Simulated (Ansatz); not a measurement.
# C monolayer: from the cell to its phonons

Wanted: vibrations and spectra of C monolayer; the cell is already relaxed. After the zone centre comes a 7×7×1 q mesh on a 21×21×1 k mesh.

Program: Ansatz 0.2.0. Level of theory: DFT PBEsol, scalar-relativistic, plane waves, PAW. Results are calculated unless marked as measured.

### Step 1. Starting point

The cell holds 2 atoms: 2 C. Its edges and angles: a = 2.459 Å, b = 2.459 Å, c = 23.800 Å, α = 90.0°, β = 90.0°, γ = 120.0°. Vacuum lies along c.

### Step 2. Zone-centre response

The cell comes from relaxations at this level that are not shown. The zone centre comes first: it holds the modes that light can see, as far as symmetry allows. No field response is asked, since the mesh shows no gap.

The input, input.yaml:

```yaml
crystal:
  lattice:
    - [2.4588317752, 0.0, 0.0]
    - [-1.2294158876, 2.129410781, 0.0]
    - [0.0, 0.0, 23.8]
  atoms:
    - { symbol: C, position: [0.3333333333, 0.6666666667, 0.4201680672] }
    - { symbol: C, position: [0.6666666667, 0.3333333333, 0.4201680672] }
  periodic: [true, true, false]
kpoints:
  mp_grid: { grid: [21, 21, 1] }
hamiltonian:
  xc: pbesol
scf:
  occupations: { method: methfessel_paxton, width: 0.15 }
output:
  eigenvalues: true
phonons:
  method: dfpt
```

Run with:

```console
$ ansatz run input.yaml --threads 8 --pin off --max-ram 14336MiB --backend cpu --events-out ev --progress --plain --runs-dir out
```

Numbers of over 12 decimals in the logs are rounded to 6 here.

What it wrote:

```text
Warning: crystal.symmetry: narrowed to the stabiliser of the run's FFT grids — unitary ops 24 → 12. A phonons.method: dfpt run fills in the rows of the dynamical matrix that it does not solve by its symmetry operations, which is exact only for operations that map its FFT grids onto themselves: filled in by any other, the frequencies could depend on the order in which like atoms are typed, or, by more than the grids' own error, on where the crystal sits among the grids' points. Excluded: 12 operations. The run can therefore solve more perturbations, solve them on more k-points, or both, and cost more. [rest of the remark cut]
Engine: ansatz 0.2.0, aarch64-unknown-linux-gnu
Pseudopotentials: kind: paw
Pseudopotential: C, paw, valence charge 4, recommended cutoff 420 eV (normal), C.paw.azcp
Functional definition: PBEsol
  exchange = pbesol_x
  correlation = pbesol_c
Crystal: 2 atoms, lattice volume = 124.614 Å³
Basis set: ecut = 420 eV, 2353 PW (Γ), exchange–correlation on 36×36×320 points (8 copies of the dense FFT grid, shifted against one another)
Bands: 8, of which v1, the nominal top of the filled ones, is band 4 counted from 1 (3 counted from 0)
Symmetry: 24 space group operations
k-points: 121 of 441 (irreducible under 2 space group operations, time reversal used)
Non-local potential: C, projectors of the file, l = 0: 2, l = 1: 2, l = 2: 1
PAW form: soft (Blöchl's): semilocal exchange-correlation on the pseudo side does not see the compensation charge
PAW frozen core: C, regenerated for the run's functional, and the local potential with it (the file was generated under x = pbe(κ = 0.804, μ = 0.219515), c = pbe(β = 0.066725))
PAW one-centre angular grid: C, 110 points (default); XC on 64 Gauss nodes
Initial density: superposition of atomic densities (neutral atoms: chi_scale 0, normalization atom), corrected by the library's trained network
Initial wavefunctions: pseudopotential atomic-orbital guess
Functional: x = pbesol(κ = 0.804, μ = 0.123457), c = pbesol(β = 0.046)
SCF iter   1: F=—  HF=-493.372146 eV  |F-HF|=—  |Δ(HF+E_count)|=         —  Δρ=1.62e-3  dr2=1.69e-3  ethr=1.77e-3  ⟨swp⟩=8.0  Hψ=9190  notcnv=0
preconditioner: auto → LDOS  [metal: Δε(μ)=0.000 eV  Ē_g=16.271 eV  σ=0.150 eV  W_gap=0.00  n_scr=12 (ndim 8)  ℏωp=9.4 eV  f_vac=0.813  D(μ)=0.10/eV (n_scr^D=2)  β→1.0]
SCF iter   2: F=—  HF=-493.373578 eV  |F-HF|=—  |Δ(HF+E_count)|=   1.43e-3  S|Δr|=    0.00e0  Δρ=1.74e-4  dr2=2.74e-5  ethr=2.12e-5  ⟨swp⟩=2.9  Hψ=3139  notcnv=0
SCF iter   3: F=—  HF=-493.373573 eV  |F-HF|=—  |Δ(HF+E_count)|=   4.92e-6  S|Δr|=    0.00e0  Δρ=2.02e-5  dr2=2.04e-7  ethr=3.42e-7  ⟨swp⟩=2.9  Hψ=1683  notcnv=0
SCF iter   4: F=—  HF=-493.373573 eV  |F-HF|=—  |Δ(HF+E_count)|=   1.86e-7  S|Δr|=    0.00e0  Δρ=4.61e-6  dr2=3.18e-8  ethr=2.55e-9  ⟨swp⟩=3.2  Hψ=1838  notcnv=0
SCF iter   5: F=—  HF=-493.373573 eV  |F-HF|=—  |Δ(HF+E_count)|=   3.50e-9  S|Δr|=    0.00e0  Δρ=4.22e-7  dr2=1.79e-10  ethr=3.97e-10  ⟨swp⟩=2.8  Hψ=1622  notcnv=0
SCF iter   6: F=-493.373573 eV  HF=-493.373573 eV  |F-HF|=1.82e-11  |Δ(HF+E_count)|=   1.02e-8  S|Δr|=    0.00e0  Δρ=7.09e-8  dr2=2.52e-12  ethr=1.00e-12  ⟨swp⟩=16.2  Hψ=9153  notcnv=0
SCF 1 converged in 6 iterations: F = -493.373573 eV  dr2 = 2.52e-12
  greatest PAW one-centre occupation: 0.672 electrons in one spin orbital (limit 2), on the C atom at site 1 (counted from 0), in its partial waves of l = 0
DFPT response loops at Γ: preconditioner auto → none (partly filled bands, converged f_vac=0.822); β = 0.50; Broyden in place of MSR1
SCF converged after 6 iterations
Stability not checked: this state was not tested for a lower state beside it, because cold or Methfessel-Paxton smearing, or corrected tetrahedra, fill the levels in a way that the test cannot read (fill_not_monotonic; see scf.lower_state_search)
Free energy (F): -493.373573 eV
Harris-Foulkes:  -493.373573 eV  (|F-HF|=1.82e-11)
Internal energy: -493.373189 eV  (E = F + TS)
E sigma→0 (E₀):  -493.373477 eV
Entropy (-TS):   -0.000384 eV (-0.192 meV/atom)
Fermi energy:    -4.307587 eV
Step filling:    the computed levels leave a gap of 0.0000 eV = 0.0 smearing widths at the electron count; against every level under it full and every level over it empty, smearing changes F+E_penalty+E_count by -0.384 meV and its σ→0 estimate by -0.288 meV
--- Per-component energies (eV) ---
  E_band       = -107.749668
  E_kinetic    = 181.647794
  E_local      = -6177.086783  (includes V_loc(G=0)·N_el)
  E_nonlocal   = 54.834692
  E_hartree    = 2982.492733
  E_xc         = -95.138914
  E_vxc        = -118.221452  (∫ρ·V_xc dr)
  E_paw        = -190.966508  (= ΣΔE_a)
  E_vpaw       = -13.909361  (= ΣTr[D̂ρ^β])
  E_aug_tail   = 0.000016  (compensation charges beyond the density's cutoff)
  E_ewald      = 2750.801580
  E_core_change = 0.042201  (= ΣΔE_core)
  E_smearing   = -0.000384  (= −TS)
  E_closure    = -0.000000  (closes the sum)
  Σ components = -493.373573   (vs F -493.373573, Δ=0.00e0)
--- Band table (eV; the first three rows and the last of 121) ---
  k-point 0: bands = ["-23.8605", "-12.0164", "-7.3121", "-7.3121", "-0.9288 (-0.9291°)", "-0.1556 (-0.1752°)", "0.4862", "0.7627"]
  k-point 1: bands = ["-23.8066", "-11.9517", "-7.5329", "-7.4301", "-0.8559 (-0.8562°)", "-0.0813 (-0.1009°)", "0.5609", "0.8372"]
  k-point 2: bands = ["-23.6453", "-11.7580", "-8.1530", "-7.7532", "-0.6369 (-0.6372°)", "0.1414 (0.1222°)", "0.7852", "1.0607"]
  k-point 120: bands = ["-19.9337", "-14.4527", "-12.9842", "-7.4897", "-0.9896", "4.5082 (4.5080°)", "5.2517", "6.0898"]
  ° read free of the cell's end (the report's vacuum.weakly_bound_levels)
--- Phonons (Γ-DFPT): 2 representative perturbations + reference, on 121 of 441 k-points (Σ response iterations 10) ---
  ASR residual: 9.610e-5 → 0.000e0 eV/Å²; symmetrization residual: 1.653e-6 eV/Å²
  The last average, over the group as it would stand without the narrowing to the FFT grids, took up to 6.617e-24 eV/Å² of the zone centre's force constants
  ASR residual per site (eV/Å²): 9.61e-5 9.61e-5
  Γ frequencies (cm⁻¹): 0.00 0.00 0.00 877.13 1526.76 1526.76
  non-analytic LO–TO correction: not included (Born effective charges unavailable; polar crystals: no LO–TO splitting at Γ)
```

It took 6.3 s on 8 threads of Arm Neoverse V1, shared host; peak memory 0.67 GiB; 38 s of CPU time.

The column dr2 measures how far the density is from self-consistency, as an energy; F and HF (Harris–Foulkes) agree once it is small.

This step gave:

```yaml
gap_on_the_k_mesh: 0 eV
sum_rule_residual_before_enforcement: 9.61e-5 eV/Å²
point_group: 6/mmm
area_per_atom: 2.618 Å²
highest_optical_mode_at_the_zone_centre_no_lo_to_term: 1527 cm⁻¹
lowest_optical_zone_centre_mode: 877.1 cm⁻¹
```

Patterns of degenerate modes are one choice out of their space. Modes at Γ:

```tsv
mode	frequency (cm⁻¹)	symmetry
1	0.0	acoustic
2	0.0	acoustic
3	0.0	acoustic
4	877.1	B1g
5	1526.8	E2g
6	1526.8	E2g
```

Displacements in mode 4 (877.1 cm⁻¹), the largest set to 1:
```
C1   0.00  0.00  1.00
C2   0.00  0.00 -1.00
```

Displacements in mode 5 (1526.8 cm⁻¹), the largest set to 1:
```
C1   0.00 -1.00  0.00
C2   0.00  1.00  0.00
```

Before it was imposed, the acoustic sum rule was missed by 9.6e-5 eV/Å². Small misses are needed for a sound result but don't prove that mesh and cutoff are converged. The lowest optical mode is real, 877 cm⁻¹.

### Step 3. Response at finite wavevector

Stability and thermal properties need the whole zone. Linear response on a 7×7×1 q mesh gives force constants as far as a supercell of that size would.

Changes to input.yaml since step 2:

```diff
@@ -19 +19,10 @@
   method: dfpt
+  qmesh: [7, 7, 1]
+  temperatures: { t_max: 1000, t_step: 50 }
+  qpath:
+    path:
+      - [0.0, 0.0, 0.0]
+      - [0.5, 0.0, 0.0]
+      - [0.33333333, 0.33333333, 0.0]
+      - [0.0, 0.0, 0.0]
+    npoints: 10
```

What it wrote:

```text
[...]
Crystal: 2 atoms, lattice volume = 124.614 Å³
Basis set: ecut = 420 eV, 2353 PW (Γ), exchange–correlation on 36×36×320 points (8 copies of the dense FFT grid, shifted against one another)
Bands: 8, of which v1, the nominal top of the filled ones, is band 4 counted from 1 (3 counted from 0)
[... 1 set-up line as in the run before ...]
k-points: 48 of 441 (irreducible under 12 space group operations)
[...]
SCF iter   1: F=—  HF=-493.372125 eV  |F-HF|=—  |Δ(HF+E_count)|=         —  Δρ=1.62e-3  dr2=1.70e-3  ethr=1.77e-3  ⟨swp⟩=7.8  Hψ=3614  notcnv=0
[...]
SCF iter   6: F=-493.373573 eV  HF=-493.373573 eV  |F-HF|=1.92e-11  |Δ(HF+E_count)|=   8.91e-9  S|Δr|=    0.00e0  Δρ=6.28e-8  dr2=1.89e-12  ethr=1.00e-12  ⟨swp⟩=15.8  Hψ=3579  notcnv=0
SCF 1 converged in 6 iterations: F = -493.373573 eV  dr2 = 1.89e-12
[...]
NSCF: frozen V_eff on 48 k-points
[...]
DFPT response loops at q = (0, 0, 0) (fractional): preconditioner auto → none (partly filled bands, converged f_vac=0.822); β = 0.50; Broyden in place of MSR1
[...]
SCF converged after 6 iterations
[...]
Free energy (F): -493.373573 eV
[...]
Internal energy: -493.373189 eV  (E = F + TS)
E sigma→0 (E₀):  -493.373477 eV
Entropy (-TS):   -0.000384 eV (-0.192 meV/atom)
Fermi energy:    -4.307586 eV
[...]
--- Band table (eV; the first three rows and the last of 48) ---
[...]
° read free of the cell's end (the report's vacuum.weakly_bound_levels)
--- Phonons (Γ-DFPT): 2 representative perturbations + reference (Σ response iterations 8) ---
  ASR residual: 8.872e-5 → 0.000e0 eV/Å²; symmetrization residual: 2.518e-13 eV/Å²
[...]
ASR residual per site (eV/Å²): 8.87e-5 8.87e-5
  Γ frequencies (cm⁻¹): 0.00 0.00 0.00 877.13 1526.75 1526.75
--- Phonons (arbitrary-q DFPT): 8 irreducible q on the 7×7×1 mesh ---
  q = [0.0000, 0.0000, 0.0000] (star 1, of the zone-centre solve; hermiticity 4.86e-15, symmetrization 4.42e-15, taken by the last average 2.76e-16): -0.00 0.00 0.00 877.13 1526.75 1526.75
  q = [0.0000, 0.1429, 0.0000] (star 6, 6 solved perturbations on 231 of 441 k-point pairs; hermiticity 3.15e-8, symmetrization 4.57e-9, taken by the last average 9.56e-9): 52.08 292.22 473.78 860.93 1540.83 1619.02
[...]
q = [0.1429, 0.1429, 0.0000] (star 6, 2 solved perturbations in 672 linear systems a pass and spin channel, the states on 441 of 441 k-point pairs; hermiticity 5.22e-8, symmetrization 1.33e-11, taken by the last average 8.02e-9): 149.67 518.62 749.06 823.45 1478.05 1596.43
[...]
sum rule: each row above includes the acoustic sum rule's correction from the zone centre's row sums; it moved no ω² by more than (1.42 cm⁻¹)²
  mesh force constants: q→R imaginary residual 0.00e0; ASR residual 8.872e-5 → 0.000e0 eV/Å²; symmetrization residual 4.974e-14 eV/Å²
  interpolated dispersion: 31 rows × 6 modes
  density of states and harmonic sums: on the 35×35×1 q-mesh, interpolated from the force constants of a 7×7×1 supercell (no non-analytic term)
  largest difference from the sums on the solved wave vectors: F 1.48e-2 eV, S 1.99e-5 and C_V 5.07e-6 eV/K
  zero-point energy: 0.342897 eV/cell   skipped modes (ω ≤ 0): 3   left out of the sums: 4.08e-4 of the cell's modes: C_V's classical limit lies that fraction below 3 k_B per atom; for a crystal, a wire or a layer, F and S can be off by more, and a phonons.interpolated_qmesh denser along its periods is the remedy for the sampling
```

The job ended after 1.7 min (8 threads; peak memory 1.2 GiB).

Numbers from this step:

```yaml
sum_rule_residual_before_enforcement: 8.87e-5 eV/Å²
lowest_frequency_on_the_path: 0 cm⁻¹
highest_frequency_on_the_path_or_at_a_solved_wavevector: 1625 cm⁻¹
mean_frequency: 922.6 cm⁻¹
lowest_mode_on_the_q_mesh_acoustic_modes_at_gamma_apart: 52.08 cm⁻¹
zero_point_energy_per_atom: 171.4 meV
heat_capacity_at_300_k: 8.685 J/(mol atoms K)
vibrational_entropy_at_300_k: 6.535 J/(mol atoms K)
```

Frequencies (cm⁻¹) solved at each irreducible wavevector; negative means imaginary. Frequencies by wavevector, by row:

```tsv
q in reciprocal lattice units	star	mode 1	mode 2	mode 3	mode 4	mode 5	mode 6
0 0 0	1	0	0	0	877.1	1527	1527
0 0.1429 0	6	52.1	292.2	473.8	860.9	1541	1619
0 0.2857 0	6	202.3	503.6	802.1	889.2	1469	1582
0 0.4286 0	6	409.5	606	678.9	1217	1420	1449
0.1429 0.1429 0	6	149.7	518.6	749.1	823.5	1478	1596
0.1429 0.2857 0	12	319	697.5	730.9	1048	1418	1496
0.1429 0.4286 0	6	471.1	614.8	751.6	1290	1327	1400
0.2857 0.2857 0	6	452.9	611.2	928.1	1157	1332	1353
```

Interpolated from a 7×7×1 q mesh. The phonon branches at the labelled points (cm⁻¹):

```tsv
point	branch 1	branch 2	branch 3	branch 4	branch 5	branch 6
Γ	0	0	0	877	1527	1527
halfway	157	462	793	822	1489	1604
M	471	617	630	1333	1356	1413
halfway	472	609	791	1275	1319	1390
K	532	532	984	1223	1223	1328
halfway	198	596	800	841	1450	1566
Γ	0	0	0	877	1527	1527
```

The phonon branches as a text plot (rows in cm⁻¹):

```
   1591 |   **********                              *********
   1524 |*********    **                          **  ***********
   1456 |         ********                     ***  **
   1388 |                 ************       *******
   1321 |                   ********* *******
   1253 |                 **       ********
   1185 |               **            ***  **
   1117 |                                    **
   1050 |             **                       ***
    982 |                               *****     **
    914 |           **               ***     **
    847 |***********                *               *************
    779 |         ******           *           *******
    711 |               **      ***            *****  ***
    643 |       **        *********          **
    576 |             ****         ******  **       **   **
    508 |     **    **              *********         ***
    440 |         **      **********         **
    372 |       **      **                     ***       ****
    305 |   ****      **                          **
    237 |   **      **                                     **
    169 | **      **                                **       ***
    102 | **    **                                    *****  ***
     34 |*******                                           ******
         Γ                   M           K                      Γ
```

Tetrahedra on a 35×35×1 mesh, mean over bins of 20 cm-1. Interpolated from a 7×7×1 q mesh. The phonon density of states by wavenumber; read off at these points:

wavenumber (cm⁻¹), phonon density of states (1/cm⁻¹/cell) and a bar:
```
       10     0.0013 
       50     0.0016 #
       90     0.0017 #
      150     0.0019 ##
      190     0.0021 ##
      230     0.0022 ##
      270     0.0024 ###
      310     0.0027 ####
      370     0.0032 #####
      410     0.0037 ######
      450     0.0050 #########
      470     0.0062 #############
      490     0.0028 ####
      530     0.0019 ##
      570     0.0033 #####
      630     0.0083 ##################
      670     0.0058 ###########
      710     0.0052 ##########
      750     0.0053 ##########
      790     0.0056 ###########
      830     0.0062 #############
      850     0.0061 ############
      890     0.0019 ##
      930     0.0019 ##
      970     0.0018 #
     1010     0.0013 
     1070     0.0015 #
     1110     0.0017 #
     1150     0.0021 ##
     1190     0.0026 ###
     1230     0.0021 ##
     1270     0.0021 ##
     1330     0.0028 ####
     1370     0.0057 ###########
     1410     0.0132 ##############################
     1450     0.0072 ###############
     1490     0.0053 ##########
     1530     0.0077 ################
     1550     0.0056 ###########
     1590     0.0038 ######
     1630     0.0039 #######
```

Second derivatives of the energy by pair, one row for each kind of neighbour of each atom listed. Each entry sums the pair over the periodic images of the supercell that the q mesh stands for, and in a polar crystal it holds the long-range dipole part too. Force constants by pair, by row:

```tsv
atom	neighbour	distance (Å)	third of the trace (eV/Å²)	along the pair's line (eV/Å²)
C1	itself	0	46.93	–
C1	C	1.42	-14.27	-26.14
C1	C	2.459	-0.5398	-4.713
C1	C	2.839	-0.4492	0.9488
C1	C	3.756	0.2779	0.5177
C1	C	4.259	-0.2916	-0.6166
C1	C	4.918	0.0174	-0.17
C1	C	5.118	0.0683	0.2695
C1	C	5.678	0.1742	0.5264
C2	itself	0	46.93	–
C2	C	1.42	-14.27	-26.14
C2	C	2.459	-0.5398	-4.713
C2	C	2.839	-0.4492	0.9488
C2	C	3.756	0.2779	0.5177
C2	C	4.259	-0.2916	-0.6166
C2	C	4.918	0.0174	-0.17
C2	C	5.118	0.0683	0.2695
C2	C	5.678	0.1742	0.5264
```

Harmonic thermodynamic functions per atom, from the density of states. Interpolated from a 7×7×1 q mesh. Thermodynamic functions, by row:

```tsv
T (K)	F_vib (meV/atom)	S (J/mol-atom/K)	C_V (J/mol-atom/K)
0	171.4	0	0
100	170.7	1.522	1.885
200	168	3.774	5.144
300	162.7	6.535	8.685
400	154.4	9.481	11.86
500	143.1	12.42	14.5
600	128.7	15.26	16.57
700	111.5	17.93	18.16
800	91.61	20.45	19.39
900	69.19	22.79	20.33
1000	44.43	24.97	21.07
```

Symmetry leaves 8 wavevectors to solve. The lowest mode among them, the acoustic zeros apart, lies at q = (0, 0.143, 0) and is real, 52.1 cm⁻¹.

### Step 4. Isotope substitution

An isotope changes the mass and not the force constants, so no new electronic calculation is needed; the shifts show which modes move this element.

The same force constants with the mass of C changed from 12.011 to 13.003 u (phonopy, no LO-TO term). Both lists are sorted by frequency. Modes under 3 cm⁻¹ are left out. Isotope shifts, by row:

```tsv
q	rank	natural mass (cm⁻¹)	changed mass (cm⁻¹)
0 0 0	4	877.1	843
0 0 0	5	1527	1467
0 0 0	6	1527	1467
0 0.1429 0	1	52.08	50.06
0 0.1429 0	2	292.2	280.9
0 0.1429 0	3	473.8	455.4
0 0.1429 0	4	860.9	827.4
0 0.1429 0	5	1541	1481
0 0.1429 0	6	1619	1556
0 0.2857 0	1	202.3	194.4
0 0.2857 0	2	503.6	484
0 0.2857 0	3	802.1	770.9
0 0.2857 0	4	889.1	854.5
0 0.2857 0	5	1469	1412
0 0.2857 0	6	1581	1520
0 0.4286 0	1	409.5	393.6
0 0.4286 0	2	606	582.5
0 0.4286 0	3	678.9	652.5
0 0.4286 0	4	1217	1170
0 0.4286 0	5	1420	1365
0 0.4286 0	6	1449	1393
```

With one element every mode shifts by -3.89 %.

### Step 5. What came out

- space group (within 0.01 Å): P6/mmm
- area per atom: 2.62 Å²
- electronic character: no gap on this mesh
- highest optical mode at the zone centre (no LO-TO term): 1527 cm⁻¹
- lowest optical zone-centre mode: 877 cm⁻¹
- lowest mode on the q mesh (acoustic modes at Γ apart): 52.1 cm⁻¹
- highest frequency on the path or at a solved wavevector: 1625 cm⁻¹
- zero-point energy per atom: 171 meV
- heat capacity at 300 K: 8.69 J/(mol atoms K)
- vibrational entropy at 300 K: 6.54 J/(mol atoms K)
- imaginary modes on the 7×7×1 q mesh: none

In words: The structure is a minimum as far as tested: no mode is imaginary at the 8 irreducible wavevectors of the 7×7×1 mesh, and the softest away from the acoustic zeros lies at 52 cm⁻¹. The optical modes at Γ span 877 to 1527 cm⁻¹. With no gap, or one that is small against the smearing, the frequencies hang on the k mesh and the smearing, most of all near Kohn anomalies. In a sheet or slab the interpolated bending branch near Γ is rough, since the rotational sum rule isn't imposed. The starting cell was built on a prototype and not taken from a measurement. These are harmonic frequencies at zero temperature: anharmonic shifts, linewidths and thermal expansion are left out.

[Logs are printed without paths, hosts, clocks, repeated set-up lines and the standing remarks that a program may print on its own settings, such as how far it seeks lower states.]

[Hosts, paths, dates, database ids (printed as entryN), source tags and the programs' standing remarks are cut or masked in the printed files.]
